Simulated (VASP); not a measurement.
Set up this calculation in VASP 6.6.1, as the native input.

```
Task                   : band structure
Functional             : BLYP
Potentials or basis    : VASP PAW PBE potentials, release 64 (Sb)
Cutoff                 : 520 eV
k mesh                 : 10 × 10 × 10
Occupations            : fermi-dirac, width 0.05 eV
Spin                   : no spin polarisation
Further INCAR settings : ALGO = Normal; EDIFF = 1e-06
```

Sb:

```
Sb
1.0
    -1.87134    1.87134    1.87134
     1.87134   -1.87134    1.87134
     1.87134    1.87134   -1.87134
Sb
1
Direct
  0.00000 0.00000 0.00000
```

This isn't the form of Sb at room conditions, which is rhombohedral.

These files were run (other wordings do the same):

POSCAR

```
Sb
1.0
   -1.8713408863      1.8713408863      1.8713408863
    1.8713408863     -1.8713408863      1.8713408863
    1.8713408863      1.8713408863     -1.8713408863
Sb
1
Direct
    0.0000000000      0.0000000000      0.0000000000
```

INCAR.step1

```
SYSTEM = Sb
PREC     = Accurate       ! precision mode
ENCUT    = 520            ! plane-wave cutoff, eV
EDIFF    = 1E-6           ! SCF threshold, eV
ISMEAR   = -1             ! smearing method
SIGMA    = 0.05           ! smearing width, eV
LREAL    = .False.        ! projectors in reciprocal space
LASPH    = .True.         ! aspherical terms in the spheres
NELM     = 60             ! most SCF steps
ALGO     = Normal         ! electronic algorithm
ISIF     = 2              ! what is computed and relaxed
LWAVE    = .False.        ! write WAVECAR
LCHARG   = .True.         ! write CHGCAR
GGA      = B5             ! functional
ALDAX    = 1.0          
AGGAX    = 1.0          
AGGAC    = 1.0          
ALDAC    = 0.0
```

KPOINTS.step1

```
Automatic mesh
0
Gamma
  10 10 10
  0 0 0
```

INCAR.step2

```
SYSTEM = Sb
PREC     = Accurate       ! precision mode
ENCUT    = 520            ! plane-wave cutoff, eV
EDIFF    = 1E-6           ! SCF threshold, eV
ISMEAR   = 0              ! smearing method
SIGMA    = 0.05           ! smearing width, eV
LREAL    = .False.        ! projectors in reciprocal space
LASPH    = .True.         ! aspherical terms in the spheres
NELM     = 60             ! most SCF steps
ALGO     = Normal         ! electronic algorithm
ISIF     = 2              ! what is computed and relaxed
LWAVE    = .False.        ! write WAVECAR
LCHARG   = .False.        ! write CHGCAR
GGA      = B5             ! functional
ALDAX    = 1.0          
AGGAX    = 1.0          
AGGAC    = 1.0          
ALDAC    = 0.0          
ICHARG   = 11             ! starting density
```

KPOINTS.step2

```
path GHNGPH,PN
15
line-mode
reciprocal
 0.0000000000  0.0000000000  0.0000000000  G
 0.5000000000 -0.5000000000  0.5000000000  H

 0.5000000000 -0.5000000000  0.5000000000  H
 0.0000000000  0.0000000000  0.5000000000  N

 0.0000000000  0.0000000000  0.5000000000  N
 0.0000000000  0.0000000000  0.0000000000  G

 0.0000000000  0.0000000000  0.0000000000  G
 0.2500000000  0.2500000000  0.2500000000  P

 0.2500000000  0.2500000000  0.2500000000  P
 0.5000000000 -0.5000000000  0.5000000000  H

 0.2500000000  0.2500000000  0.2500000000  P
 0.0000000000  0.0000000000  0.5000000000  N
```

Potentials or basis: VASP PAW PBE potentials, release 64 (Sb).

The run is started by

```bash
$ cat potpaw_PBE.64/Sb/POTCAR > POTCAR
$ cp INCAR.step1 INCAR
$ cp KPOINTS.step1 KPOINTS
$ mpirun -np 1 vasp_std > vasp.out
$ cp INCAR.step2 INCAR
$ cp KPOINTS.step2 KPOINTS
$ mpirun -np 1 vasp_std > vasp.out
```

It gave:

```
Band gap along the path : none (metal or under the smearing width)
```

Caveat: the log is that of the step along the path at fixed density, whose energy, stress, charges and moments have no meaning; spin-orbit coupling is left out, which moves the levels of the heavy elements.

It took 30 s on 1 thread of AMD EPYC 7571, with other jobs on the host, peak memory 0.11 GiB.
